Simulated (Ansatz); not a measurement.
## Rh: what relativity and spin–orbit coupling change

```xyz
1
Lattice="0.0000 1.9016 1.9016 1.9016 0.0000 1.9016 1.9016 1.9016 0.0000" Properties=species:S:1:pos:R:3 pbc="T T T"
Rh    0.0000    0.0000    0.0000
```

The conventional cell has a = 3.803 Å, b = 3.803 Å, c = 3.803 Å, α = 90.00°, β = 90.00°, γ = 90.00°. Around Rh (atom 1) lie 12 Rh at 2.69 Å.

The cell comes from COD entry 9008482, which wasn't checked; take it as a given geometry.

One fixed cell is solved with PBE by all-electron LAPW in Ansatz 0.2.0 under different relativistic treatments. Pressure is positive in compression.

Sampling and basis: a Γ-centred 16×16×16 k mesh, Fermi–Dirac smearing of 0.08 eV, basis error target 1 meV/atom, no spin polarisation.

```json
{"setting": "scalar-relativistic", "P (GPa)": "5.98"}
{"setting": "non-relativistic", "P (GPa)": "?"}
{"setting": "with spin–orbit coupling", "P (GPa)": "?"}
{"setting": "scalar-relativistic, point nuclei", "P (GPa)": "5.98"}
```

Q: Give the missing entry: row "with spin–orbit coupling", column "P (GPa)".

A: 6.17.

Q: Give the missing entry: row "non-relativistic", column "P (GPa)".

A: 16.00.
